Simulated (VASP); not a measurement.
Method: SCAN meta-GGA, VASP's PBE PAW potentials (set 64) (plane waves; VASP).

The input files of a VASP run:

### POSCAR
```
CaF2
1
    0.0000000000     2.7228343576     2.7228343576
    2.7228343576     0.0000000000     2.7228343576
    2.7228343576     2.7228343576    -0.0000000000
Ca F
1 2
Direct
  0.0000000000   1.0000000000   1.0000000000
  0.2500000000   0.2500000000   0.2500000000
  0.7500000000   0.7500000000   0.7500000000
```

### INCAR
```
SYSTEM = CaF2
PREC = Accurate
ENCUT = 520
EDIFF = 1E-7
NELM = 100
ALGO = Normal
LREAL = .FALSE.
LASPH = .TRUE.
ISMEAR = -5
METAGGA = SCAN
LMIXTAU = .TRUE.
LWAVE = .FALSE.
LCHARG = .FALSE.
LORBIT = 11
NEDOS = 601
ISIF = 2
```

**KPOINTS**
```
K-points
0
gamma
 8 8 8
0 0 0
```

File KPOINTS_OPT:
```
k-points along high-symmetry lines
10
Line-mode
Reciprocal
  0.000000   0.000000   0.000000 ! GAMMA
  0.500000  -0.000000   0.500000 ! X

  0.500000  -0.000000   0.500000 ! X
  0.625000   0.250000   0.625000 ! U

  0.375000   0.375000   0.750000 ! K
  0.000000   0.000000   0.000000 ! GAMMA

  0.000000   0.000000   0.000000 ! GAMMA
  0.500000   0.500000   0.500000 ! L

  0.500000   0.500000   0.500000 ! L
  0.500000   0.250000   0.750000 ! W

  0.500000   0.250000   0.750000 ! W
  0.500000  -0.000000   0.500000 ! X
```

POTCAR, in this order: Ca_sv F (PBE.64 set). Program: vasp_std.

The run wrote:

OUTCAR:
```
 ion  position               nearest neighbor table
   1  0.000  0.000  0.000-   3 2.36   3 2.36   3 2.36   2 2.36   3 2.36   2 2.36   2 2.36   2 2.36
  LATTYP: Found a face centered cubic cell.
 ALAT       =     5.4456687152
 Subroutine PRICEL returns:
 Original cell was already a primitive cell.
 Subroutine GETGRP returns: Found 48 space group operations
The static configuration has the point symmetry O_h .
The dynamic configuration has the point symmetry O_h .
 Subroutine INISYM returns: Found 48 space group operations
 Subroutine IBZKPT returns following result:
 Found     29 irreducible k-points:

 Following reciprocal coordinates:
            Coordinates               Weight
  0.000000  0.000000  0.000000      1.000000
  0.125000  0.000000  0.000000      8.000000
  0.250000  0.000000  0.000000      8.000000
  0.375000  0.000000  0.000000      8.000000
  0.500000  0.000000  0.000000      4.000000
  0.125000  0.125000  0.000000      6.000000
  0.250000  0.125000  0.000000     24.000000
  0.375000  0.125000  0.000000     24.000000
  0.500000  0.125000  0.000000     24.000000
 -0.375000  0.125000  0.000000     24.000000
 -0.250000  0.125000  0.000000     24.000000
 -0.125000  0.125000  0.000000     12.000000
  0.250000  0.250000  0.000000      6.000000
  0.375000  0.250000  0.000000     24.000000
  0.500000  0.250000  0.000000     24.000000
 -0.375000  0.250000  0.000000     24.000000
 -0.250000  0.250000  0.000000     12.000000
  0.375000  0.375000  0.000000      6.000000
  0.500000  0.375000  0.000000     24.000000
 -0.375000  0.375000  0.000000     12.000000
  0.500000  0.500000  0.000000      3.000000
  0.375000  0.250000  0.125000     24.000000
  0.500000  0.250000  0.125000     48.000000
 -0.375000  0.250000  0.125000     24.000000
  0.500000  0.375000  0.125000     24.000000
 -0.375000  0.375000  0.125000     48.000000
 -0.250000  0.375000  0.125000     24.000000
 -0.375000  0.500000  0.125000     12.000000
 -0.250000  0.500000  0.250000      6.000000
   k-points           NKPTS =     29   k-points in BZ     NKDIM =     29   number of bands    NBANDS=     16
   number of dos      NEDOS =    601   number of ions     NIONS =      3
   total plane-waves  NPLWV =  27000
   dimension x,y,z NGX =    30 NGY =   30 NGZ =   30
   dimension x,y,z NGXF=    60 NGYF=   60 NGZF=   60
   ions per type =               1   2
   PREC   = accura    normal or accurate (medium, high low for compatibility)
   ISTART =      0    job   : 0-new  1-cont  2-samecut
   ICHARG =      2    charge: 1-file 2-atom 10-const
   ISPIN  =      1    spin polarized calculation?
   LNONCOLLINEAR =      F non collinear calculations
   LSORBIT =      F    spin-orbit coupling
   INIWAV =      1    electr: 0-lowe 1-rand  2-diag
   ENCUT  =  520.0 eV  38.22 Ry    6.18 a.u.   7.16  7.16  7.16*2*pi/ulx,y,z
   NELM   =    100;   NELMIN=  2; NELMDL= -5     # of ELM steps
   EDIFF  = 0.1E-06   stopping-criterion for ELM
   LREAL  =      F    real-space projection
   NLSPLINE    = F    spline interpolate recip. space projectors
   LMAXMIX     =    2 max onsite mixed and CHGCAR
   VOSKOWN=      0    Vosko Wilk Nusair interpolation
   EDIFFG = 0.1E-05   stopping-criterion for IOM
   NSW    =      0    number of steps for IOM
   NBLOCK =      1;   KBLOCK =      1    inner block; outer block
   IBRION =     -1    ionic relax: 0-MD 1-quasi-New 2-CG
   NFREE  =      0    steps in history (QN), initial steepest desc. (CG)
   ISIF   =      2    stress and relaxation
   ISYM   =      2    0-nonsym 1-usesym 2-fastsym
   TEIN   =    0.0    initial temperature
   TEBEG  =    0.0;   TEEND  =   0.0 temperature during run
   SMASS  =  -3.00    Nose mass-parameter (am)
   PSTRESS=    0.0 pullay stress
...
```

**OSZICAR**
```
       N       E                     dE             d eps       ncg     rms          rms(c)
DAV:   1     0.209036421040E+03    0.20904E+03   -0.14142E+04   928   0.155E+03
DAV:   2    -0.277882715089E+02   -0.23682E+03   -0.23490E+03  1176   0.401E+02
DAV:   3    -0.365255981907E+02   -0.87373E+01   -0.87282E+01  1112   0.882E+01
DAV:   4    -0.369060042623E+02   -0.38041E+00   -0.38031E+00  1552   0.131E+01
DAV:   5    -0.369085760659E+02   -0.25718E-02   -0.25718E-02  1072   0.120E+00    0.717E+00
DAV:   6    -0.300144555496E+02    0.68941E+01   -0.34895E+00  1264   0.185E+01    0.313E+00
DAV:   7    -0.299509123919E+02    0.63543E-01   -0.29643E+00   928   0.173E+01    0.269E+00
DAV:   8    -0.294041668736E+02    0.54675E+00   -0.33752E-01   944   0.679E+00    0.168E+00
DAV:   9    -0.288262757931E+02    0.57789E+00   -0.77538E-01  1072   0.718E+00    0.152E+00
DAV:  10    -0.294103844370E+02   -0.58411E+00   -0.72199E-01  1064   0.778E+00    0.352E-01
DAV:  11    -0.292547245494E+02    0.15566E+00   -0.21447E-02  1112   0.182E+00    0.292E-01
DAV:  12    -0.292866071202E+02   -0.31883E-01   -0.26909E-02   928   0.210E+00    0.624E-02
DAV:  13    -0.293438516377E+02   -0.57245E-01   -0.21010E-02   928   0.176E+00    0.591E-02
DAV:  14    -0.293418812648E+02    0.19704E-02   -0.10686E-03  1056   0.446E-01    0.486E-02
DAV:  15    -0.293436034800E+02   -0.17222E-02   -0.68893E-04   976   0.346E-01    0.239E-02
DAV:  16    -0.293438225810E+02   -0.21910E-03   -0.55267E-05  1152   0.919E-02    0.243E-02
DAV:  17    -0.293438263233E+02   -0.37423E-05   -0.76850E-05   928   0.114E-01    0.111E-02
DAV:  18    -0.293437725107E+02    0.53813E-04   -0.22307E-05  1184   0.491E-02    0.678E-03
DAV:  19    -0.293437836767E+02   -0.11166E-04   -0.33538E-06   936   0.244E-02    0.491E-03
DAV:  20    -0.293437882523E+02   -0.45755E-05   -0.11341E-06  1024   0.150E-02    0.375E-03
DAV:  21    -0.293437917953E+02   -0.35430E-05   -0.67659E-07  1000   0.100E-02    0.146E-03
DAV:  22    -0.293437914930E+02    0.30237E-06   -0.63559E-08  1000   0.311E-03    0.101E-03
DAV:  23    -0.293437908628E+02    0.63016E-06   -0.26790E-08   552   0.201E-03    0.605E-04
DAV:  24    -0.293437908648E+02   -0.19718E-08   -0.32909E-08   640   0.235E-03
   1 F= -.29343791E+02 E0= -.29343791E+02  d E =0.000000E+00
       N       E                     dE             ncg
       N       E                     dE             ncg
       N       E                     dE             ncg
```

**OUTCAR**
```
------------------------ aborting loop because EDIFF is reached ----------------------------------------
  FORCE on cell =-STRESS in cart. coord.  units (eV):
  Direction    XX          YY          ZZ          XY          YZ          ZX
  --------------------------------------------------------------------------------------
  Total       -0.0387896     -0.0387896     -0.0387896     -0.0000000      0.0000000      0.0000000
  in kB       -1.5393314     -1.5393314     -1.5393314     -0.0000000      0.0000000      0.0000000
  external PRESSURE =      -1.5393314 kB  Pullay stress =       0.0000000 kB
  volume of cell :       40.37
      direct lattice vectors                 reciprocal lattice vectors
     0.000000000  2.722834358  2.722834358    -0.183632177  0.183632177  0.183632177
     2.722834358  0.000000000  2.722834358     0.183632177 -0.183632177  0.183632177
     2.722834358  2.722834358  0.000000000     0.183632177  0.183632177 -0.183632177
 POSITION                                       TOTAL-FORCE (eV/Angst)
 -----------------------------------------------------------------------------------
      0.00000      0.00000      0.00000         0.000000     -0.000000     -0.000000
      1.36142      1.36142      1.36142         0.000000     -0.000000     -0.000000
      4.08425      4.08425      4.08425        -0.000000      0.000000      0.000000
 -----------------------------------------------------------------------------------
    total drift:                                0.000000     -0.000000      0.000000
  FREE ENERGIE OF THE ION-ELECTRON SYSTEM (eV)
  ---------------------------------------------------
  free  energy   TOTEN  =       -29.3437908648 eV

  energy  without entropy=      -29.3437908648  energy(sigma->0) =      -29.34379086

 total charge

# of ion       s       p       d       tot
------------------------------------------
    1        2.017   5.871   0.199   8.087
    2        1.741   4.419   0.000   6.160
    3        1.741   4.419   0.000   6.160
--------------------------------------------------
tot          5.498  14.710   0.199  20.407
```
(Selected blocks of OUTCAR.)

OUTCAR:
```
 val. band max:       -1.5179586367   @ k =   0.5000   0.5000   0.0000

 cond. band min:       6.4157142170   @ k =   0.0000   0.0000   0.0000


 Fermi energy:        -1.5022791522

 k-point     1 :       0.0000    0.0000    0.0000
  band No.  band energies     occupation
      1     -38.8216      2.00000
      2     -22.6868      2.00000
      3     -21.9325      2.00000
      4     -18.8508      2.00000
      5     -18.8507      2.00000
      6     -18.8507      2.00000
      7      -3.6409      2.00000
      8      -3.6408      2.00000
      9      -3.6408      2.00000
     10      -1.7777      2.00000
     11      -1.7777      2.00000
     12      -1.7777      2.00000
     13       6.4157      0.00000
     14       8.5095      0.00000
     15       8.5095      0.00000
     16      10.7091      0.00000

 k-point     2 :       0.1250    0.0000    0.0000
  band No.  band energies     occupation
      1     -38.8165      2.00000
      2     -22.7149      2.00000
      3     -21.9698      2.00000
      4     -18.8572      2.00000
      5     -18.8571      2.00000
      6     -18.7960      2.00000
      7      -3.5701      2.00000
      8      -3.5701      2.00000
      9      -3.5134      2.00000
     10      -1.9541      2.00000
     11      -1.8487      2.00000
     12      -1.8487      2.00000
     13       6.8113      0.00000
     14       8.5381      0.00000
     15       8.5381      0.00000
     16      10.5556      0.00000

 k-point     3 :       0.2500    0.0000    0.0000
  band No.  band energies     occupation
      1     -38.8041      2.00000
      2     -22.7572      2.00000
      3     -22.0901      2.00000
      4     -18.8724      2.00000
      5     -18.8723      2.00000
      6     -18.6559      2.00000
      7      -3.3841      2.00000
      8      -3.3840      2.00000
      9      -3.2120      2.00000
     10      -2.3271      2.00000
     11      -2.0304      2.00000
     12      -2.0304      2.00000
     13       7.7099      0.00000
...
```

The compound is CaF2 in the fluorite structure. It was relaxed first.
